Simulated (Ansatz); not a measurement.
NiO: phonons with PBE

**Experimental background.**

“Local correlations, non-local screening, multiplets, and band formation in NiO”, 2012, arxiv:1210.6675 quotes, for a bulk crystal of NiO: band gap 4.3 eV.

The system is NiO.

```xyz
2
Lattice="0.0000 2.0859 2.0859 2.0859 0.0000 2.0859 2.0859 2.0859 0.0000" Properties=species:S:1:pos:R:3 pbc="T T T"
Ni    0.0000    0.0000    0.0000
O     2.0859    2.0859    2.0859
```

| Quantity | Value |
| --- | --- |
| Program | Ansatz 0.2.0 |
| Task | phonons |
| Functional | PBE |
| Potentials or basis | Ansatz PAW |
| Cutoff | 420 eV (not typed: the program's choice for these potentials) |
| k mesh | 10 × 10 × 10 |
| Occupations | fermi-dirac, width 0.05 eV |
| Spin | collinear spin, ferromagnetic start |
| Starting moments | [1.0, 0.0] μB |
| q mesh | 2 × 2 × 2 |
| Path | [["G", "X", "W", "K", "G", "L", "U", "W", "L", "K"], ["U", "X"]] |
| Points for each segment of the path | 8 |

```json
{"Band gap on the k mesh": "none (metal or under the smearing width)", "Net moment": "1.73 μB per cell", "Absolute moment": "1.74 μB per cell", "Site moments": "Ni +1.40; O +0.27 μB", "Highest phonon frequency": "432 cm⁻¹"}
```

Levels at points of the mesh, in eV from the Fermi level:
Spin up:
```tsv
k point	band 10	band 11	band 12	band 13	band 14	band 15	band 16	band 17
(0.00, 0.00, 0.00)	-3.06	-2.66	-2.66	-2.66	1.47	17.74	18.82	18.82
(0.00, 0.00, -0.50)	-1.95	-1.42	0.29	0.29	5.53	9.93	13.99	13.99
(0.00, -0.50, -0.50)	-2.79	-2.23	-1.64	-1.64	6.07	10.53	12.17	16.58
```
Spin down:
| k point | band 9 | band 10 | band 11 | band 12 | band 13 | band 14 |
| --- | --- | --- | --- | --- | --- | --- |
| (0.00, 0.00, 0.00) | -1.85 | -1.85 | -1.85 | -0.60 | -0.60 | 1.82 |
| (0.00, 0.00, -0.50) | -0.94 | -0.94 | -0.57 | 2.23 | 2.23 | 5.71 |
| (0.00, -0.50, -0.50) | -2.85 | -0.74 | -0.74 | -0.16 | 0.38 | 6.52 |

Phonon frequencies in cm⁻¹ (negative: imaginary):
```
                q point              frequencies
  (0.000, 0.000, 0.000)        0 0 0 243 243 243
 (0.000, 0.000, -0.500)  194 194 244 244 295 432
(0.000, -0.500, -0.500)  136 136 215 320 320 385
```

Wall time 42 s on 2 threads of Arm Neoverse V2, on a shared host, peak memory 0.71 GiB.

A measured gap of NiO is 4.3 eV (quoted in “Local correlations, non-local screening, multiplets, and band formation in NiO”, 2012, arxiv:1210.6675); the calculated 0.00 eV misses it by -4.30 eV. So large a miss can be the level of theory's own, or it may mean another phase, state or a wrong row. The value is that of PBE on a finite k mesh, which can miss the band edges, without temperature or zero-point motion. Semilocal functionals fall short of measured gaps as a rule. The run's magnetic order (collinear spin, ferromagnetic start) needn't be the measured crystal's.

Caveat: the q mesh is small, so phonon branches between its points and thermal values are rough; a cell with one magnetic atom can't hold antiferromagnetic order, which such compounds often take; semilocal functionals often make such compounds metallic where correlation or magnetic order opens a gap, which also shifts bond lengths.
